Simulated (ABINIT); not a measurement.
Runs of ABINIT 10.8.3 (patched build) on TePb. Symmetry: Pm-3m, No. 221, cubic system. Conventional cell: a = 4.002 Å, b = 4.002 Å, c = 4.002 Å, α = 90.00°, β = 90.00°, γ = 90.00°. Pb (site symmetry m-3m) has 8 Te at 3.47 Å as nearest neighbours. Around Te (site symmetry m-3m) lie 8 Pb at 3.47 Å. Measurements of this composition are mostly on another form, of space group No. 225.

```tsv
task	level	potentials or basis	spin	k mesh	cutoff (eV)	fine-grid cutoff	mesh quality	gap on the mesh (eV)	pressure (GPa)
band structure	r2SCAN	JTH PAW PBE v2.0	off	7 × 7 × 7	707	1306.15 eV	not flagged	none	-0.4
single point	r2SCAN	JTH PAW PBE v2.0	off	3 × 3 × 3	707	1306.15 eV	coarse	(b)	0.0
band structure	PW91	JTH PAW PBE v2.0	SOC, no magnetisation	7 × 7 × 7	599	1197.3 eV	not flagged	none	(a)
single point	LDA	JTH PAW LDA v2.0	off	6 × 6 × 6	463	925.187 eV	not flagged	none	-
band structure	PBE	JTH PAW PBE v2.0 sp	off	7 × 7 × 7	408	816.342 eV	not flagged	none	-0.1
band structure	WC	JTH PAW PBE v2.0	off	7 × 7 × 7	599	1197.3 eV	not flagged	none	-2.6
band structure	LDA-PZ	JTH PAW LDA v2.0	SOC, no magnetisation	7 × 7 × 7	463	925.187 eV	not flagged	none	-
band structure	PW91	JTH PAW PBE v2.0	off	7 × 7 × 7	599	1197.3 eV	not flagged	none	-0.1
```

Alike in all rows: cell as given; smearing fermi-dirac 0.05 eV.

**Question.** Fill in the values left out.

**Answer.** (a) -0.2; (b) 1.00.

Caveats: some runs use coarse meshes; the PAW data sets were made with another functional, which shifts forces and pressure a little (some runs); spin-orbit coupling is left out, which moves the levels of the heavy elements (some runs); spin-orbit coupling is left out, which as a rule narrows the gap of such compounds by several tenths of an eV (some runs); an odd mesh through Γ misses points on the zone boundary, where band edges often lie (some runs); this set keeps more shells in the core, which shifts pressures and gaps (some runs).

A k mesh can miss the band edges, and rows without SOC leave out spin-orbit coupling on Pb, Te.

A gap of «none» marks a metal or a gap under the smearing width.

The runs don't all hold the same shells in valence.
